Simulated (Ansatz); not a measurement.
A (101) slab of Ti (P6_3/mmc (No. 194)), 10 planes, outer planes Ti (top) and Ti (bottom), with 10 atoms (Ti10) in a surface cell of A = 15.179 Å², as cut from the bulk:

```xyz
10
Lattice="2.9004 0.0000 0.0000 -1.4502 5.2332 0.0000 0.0000 0.0000 24.1816" Properties=species:S:1:pos:R:3 pbc="T T T"
Ti    1.4502    3.0163    7.5000
Ti    0.0000    0.6006    7.8673
Ti    0.0000    4.2219    9.7036
Ti    1.4502    1.8063   10.0709
Ti    0.0000    0.1944   11.9072
Ti    0.0000    3.0119   12.2744
Ti    1.4502    1.4000   14.1108
Ti    1.4502    4.2176   14.4780
Ti    0.0000    2.6057   16.3144
Ti    1.4502    0.1900   16.6816
```

Theory: DFT PBEsol, scalar-relativistic, plane waves, PAW (Ansatz). Cutoff 420 eV; k points 12×7×1 on the computed 10-atom cell (Γ-centred); Gaussian smearing, width 0.10 eV; no spin polarisation.

Against the same 10 atoms in the bulk, the slab as cut lies 4.143 eV higher and the relaxed slab 4.021 eV higher.

Problem. Work out the surface energy before and after relaxation.

Solution. The slab has two faces, so γ = (E_slab − N·E_bulk)/(2A), the mean of both. As cut: 4.143/(2 × 15.179) = 0.1365 eV/Å², and 1 eV/Å² = 16.02 J/m², so γ = 2.19 J/m². Relaxed: 4.021/(2 × 15.179) = 0.1325 eV/Å² = 2.12 J/m². Relaxation recovers 3 % of the cost of cutting.

Problem. What is the ideal work of this cut, per area?

Solution. Griffith's ideal work is 2γ: 4.37 J/m² if the new faces stay rigid, 4.24 J/m² if they relax. Other cuts parallel to this plane can cost less. One thickness was run, 10 planes, so γ can still shift with it.